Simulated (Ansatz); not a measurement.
**Calculated ¹³⁵Ba NMR of the central transition for BaTiO3 under strain**

Cell: a COD entry, relaxed with PBE at fixed cell and then changed (z compressed by 3 %, ions relaxed).

```cif
data_structure
_symmetry_space_group_name_H-M 'P 1'
_symmetry_Int_Tables_number 1
_cell_length_a 3.9998
_cell_length_b 3.9998
_cell_length_c 3.8975
_cell_angle_alpha 90.000
_cell_angle_beta 90.000
_cell_angle_gamma 90.000
_cell_volume 62.35
loop_
_atom_site_label
_atom_site_type_symbol
_atom_site_fract_x
_atom_site_fract_y
_atom_site_fract_z
_atom_site_occupancy
Ba1 Ba 0.00000 0.00000 0.00492 1
Ti2 Ti 0.50000 0.50000 0.50333 1
O3 O 0.50000 0.50000 0.00694 1
O4 O 0.50000 0.00000 0.50641 1
O5 O 0.00000 0.50000 0.50641 1
```

Sites (sets of like atoms) are named by element and the number of their first atom in this list.

Computed with Ansatz: DFT, PBE, plane waves and PAW, scalar-relativistic, 420 eV cutoff, Γ-centred 8×8×8 k-points, Fermi–Dirac smearing 0.02 eV.

¹³⁵Ba has I = 3/2 and Q = 153.0 mb (Pyykkö 2018); at 28.2 T its Larmor frequency is ν₀ = 120.1 MHz (from the bare nuclear moment; shielding lowers the observed one by a per cent or two). Only the quadrupole interaction is simulated: positions count from each site's isotropic chemical shift, and J coupling is left out, as are shift anisotropy and dipolar coupling, which fast spinning averages.

Q: Simulate the second-order pattern (fast magic-angle spinning, Gaussian broadening 0.006 kHz) of site Ba (12 O at 2.79–2.83 Å).

A: The calculation gives C_Q = -0.873 MHz and η = 0.00, so ν_Q = 0.436 MHz and the centre of gravity lies at -1.32 ppm (-0.159 kHz).

offset (kHz), height and a bar:
```
  -0.4136          0 
  -0.4039          0 
  -0.3941          3 #
  -0.3844          4 #
  -0.3747          4 #
  -0.3650          4 #
  -0.3553          4 #
  -0.3456          5 #
  -0.3359          4 #
  -0.3261          5 #
  -0.3164          5 #
  -0.3067          5 ##
  -0.2970          5 ##
  -0.2873          5 ##
  -0.2776          5 ##
  -0.2679          6 ##
  -0.2581          6 ##
  -0.2484         72 ######################
  -0.2387         66 ####################
  -0.2290         46 ##############
  -0.2193         40 ############
  -0.2096         35 ###########
  -0.1999         34 ##########
  -0.1901         32 ##########
  -0.1804         32 ##########
  -0.1707         31 #########
  -0.1610         31 #########
  -0.1513         31 #########
  -0.1416         32 ##########
  -0.1319         33 ##########
  -0.1221         34 ##########
  -0.1124         35 ###########
  -0.1027         38 ###########
  -0.0930         42 #############
  -0.0833         48 ##############
  -0.0736         59 ##################
  -0.0639        100 ##############################
  -0.0541         66 ####################
  -0.0444          0 
  -0.0347          0
```

An axis of threefold or higher order runs through Ba, so V_zz lies along it and η is zero.

Without spin–orbit coupling (the program notes it for Ba) the gradients are little affected as a rule: paired runs on crystals with a gap mostly move them by under 2 % at such atoms. At this changed cell the PBE pressure is 7 GPa.
